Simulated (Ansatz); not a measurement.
# GaP: a single-point run

The task is a single-point run on GaP. The structure is shown as the input types it.

Computed with Ansatz 0.2.0 (density functional or hybrid calculation with the settings of its input, plane waves (as first typed), unless a step's input says otherwise).

4 further runs of the same task are left out: 2 for a known fault of the program, 2 that didn't finish.

## (1) The system as given

It takes space group F-43m (No. 216, cubic). The conventional cell has a = 5.451 Å, b = 5.451 Å, c = 5.451 Å, α = 90.00°, β = 90.00°, γ = 90.00°. Ga (site symmetry -43m) has 4 P at 2.36 Å as nearest neighbours. Around P (site symmetry -43m) lie 4 Ga at 2.36 Å.

Coordinates:

```
Ga P
1.0
     0.00000    2.72541    2.72541
     2.72541    0.00000    2.72541
     2.72541    2.72541    0.00000
Ga P
1 1
Cartesian
  0.0000 0.0000 0.0000
  1.3627 1.3627 1.3627
```

## (2) Running it

File input.yaml:

```yaml
crystal:
  lattice:
    - [0.0, 2.7254102088, 2.7254102088]
    - [2.7254102088, 0.0, 2.7254102088]
    - [2.7254102088, 2.7254102088, 0.0]
  atoms:
    - { symbol: Ga, position: [0.0, 0.0, 0.0] }
    - { symbol: P, position: [0.25, 0.25, 0.25] }
kpoints:
  mp_grid: { grid: [6, 6, 6] }
hamiltonian:
  xc: pbesol
scf:
  occupations: { method: fixed }
  n_extra_bands: 4
  max_iter: 52
output:
  forces: true
  stress: true
  eigenvalues: true
basis:
  ecutrho_ratio: 1
```

On the command line:

```bash
$ ansatz run input.yaml --threads 4 --pin off --max-ram 3686MiB --backend cpu --events-out ev --progress --plain --runs-dir out
```

**Question.** How will this run end, and is anything wrong with its input?

The program finished normally, with warnings (cutoff below recommended). It gives a pressure of 30 GPa, which is large; a structure far from rest gives such values too, whatever the setting.

Look at the input: basis.ecutrho_ratio is 1. The grid or cutoff for the density and potential is too coarse for the wavefunction basis: a density holds Fourier components up to twice the waves' wavevector.

Run again and compare: delete basis.ecutrho_ratio (the default then holds).
